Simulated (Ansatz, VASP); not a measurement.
# Y: VASP beside Ansatz

```xyz
8
Lattice="7.3130 0.0000 0.0000 0.0000 5.6740 0.0000 0.0000 0.0000 21.9981" Properties=species:S:1:pos:R:3 pbc="T T T"
Y     0.0000    4.2555    4.0000
Y     3.6565    4.2555    4.0000
Y     1.8282    1.4185    5.0555
Y     5.4847    1.4185    5.0555
Y     1.8282    4.2555    6.8874
Y     5.4847    4.2555    6.8874
Y     0.0000    1.4185    7.9981
Y     3.6565    1.4185    7.9981
```

Alike in both runs: task single point; functional PBE; k mesh 4 × 5 × 1; occupations gaussian, width 0.1 eV; no spin polarisation.

|  | VASP | Ansatz |
| --- | --- | --- |
| version | VASP 6.6.1 | Ansatz 0.2.0 |
| potentials or method | VASP PAW PBE potentials, release 64 (Y_sv) | scalar-relativistic, plane waves, PAW |
| plane-wave cutoff (eV) | 520 | 420 |
| valence electrons in the cell | 88 | 88 |

|  | VASP | Ansatz | Ansatz less VASP |
| --- | --- | --- | --- |
| gap on the k mesh at the Fermi level (eV) | none | none | - |
| rms of the force components (eV/Å) | 0.072 | 0.072 | +0.0002 |
| work function, face that differs most (eV) | 3.22 | 3.22 | +0.001 |

Atom by atom the forces differ by 0.005 eV/Å (rms over components). A gap of «none» marks a metal or a gap that the smearing closes.
